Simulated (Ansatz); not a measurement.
Consider NaBr in the rock salt structure (space group Fm-3m, No. 225; a = 6.036 Å).

The values are results of Ansatz (a program for electronic structure) PBE, no SOC, not measurements.

Before the change:

| Item | Result |
|---|---|
| Lattice parameter a | 6.036 Å |
| Valley order | Γ 4.07 eV; X along ⟨100⟩ 6.08 eV |
| Hole mass | 0.50, 2.3, 2.3 mₑ (at Γ) |

It is then changed as follows: a hydrostatic pressure of 18 GPa.

### Question
Estimate the effect on the lattice parameter a, valley order and hole mass.

### Answer
The lattice parameter a shrinks by 0.721 Å, from 6.036 Å to 5.315 Å; the valley order (the lowest conduction-band minima on the path, energy above the VBM, named in the base's zone) becomes Γ 5.54 eV; X along ⟨100⟩ 6.29 eV; L along ⟨111⟩ 6.46 eV (base: Γ 4.07 eV; X along ⟨100⟩ 6.08 eV); the hole mass (degenerate bands, along [100]) goes from 0.50, 2.3, 2.3 mₑ (at Γ) to 0.36, 1.4, 1.4 mₑ (at Γ).

The levels and masses belong to the bands next to the band gap. Load acts through the strain it causes; cell and atoms are relaxed under it. Effective masses come from finite differences of ±0.01 Å⁻¹. Whether these cells are dynamically stable was not tested. No other phases were tried under pressure.
